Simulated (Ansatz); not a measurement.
Crystal: TiO2.

```
CELL_PARAMETERS angstrom
2.70603 -2.70666 0.00000
2.70603 2.70666 0.00000
-2.63353 0.00000 4.79664
ATOMIC_POSITIONS crystal
Ti 0.86589 0.13411 0.75000
Ti 0.13411 0.86589 0.25000
O 0.08876 0.33122 0.16715
O 0.91124 0.66878 0.83285
O 0.66878 0.91124 0.33285
O 0.33122 0.08876 0.66715
```

The cell is a database's computed one.

* Program: Ansatz 0.2.0
* Task: relaxation of cell and atoms
* Functional: PBEsol
* Potentials or basis: Ansatz PAW
* Cutoff: 420 eV (not typed: the program's choice for these potentials)
* k mesh: 8 × 8 × 6
* Occupations: fermi-dirac, width 0.05 eV
* Spin: no spin polarisation

At the start: volume 11.71 Å³/atom.

**Question.** Where does the relaxation end?

**Answer.** It ends after 9 steps and the volume is 11.31 Å³/atom (-3.4 %); space group I4_1/amd (No. 141, to 0.05 Å).

Step by step:
| step | energy change (eV) | largest force (eV/Å) | volume (Å³) |
| --- | --- | --- | --- |
| 1 | 0.0000 | 0.2355 | 70.26 |
| 2 | -0.0645 | 0.0765 | 68.54 |
| 3 | -0.0739 | 0.0846 | 67.85 |
| 4 | -0.0765 | 0.0363 | 67.89 |
| 5 | -0.0767 | 0.0089 | 67.96 |
| 6 | -0.0768 | 0.0041 | 67.95 |
| 7 | -0.0686 | 0.0046 | 67.95 |
| 8 | -0.0690 | 0.0005 | 67.87 |
| 9 | -0.0686 | 0.0005 | 67.87 |

Final structure:
```
Ti O
1.0
     2.66549   -2.66560   -0.01972
     2.66549    2.66560   -0.01972
    -2.62903    0.00000    4.79590
Ti O
2 4
Direct
  0.87496 0.12504 0.75000
  0.12504 0.87496 0.25000
  0.08266 0.33248 0.16503
  0.91734 0.66752 0.83497
  0.66752 0.91734 0.33497
  0.33248 0.08266 0.66503
```

Caveat: the plane-wave basis is chosen anew once the cell has moved, so the energies of steps on either side of that aren't comparable; the pressure holds a Pulay correction of +0.7 GPa for the finite cutoff; the PAW data sets come from PBE, with cores solved anew for the run's functional, which leaves a small shift of forces and pressure.
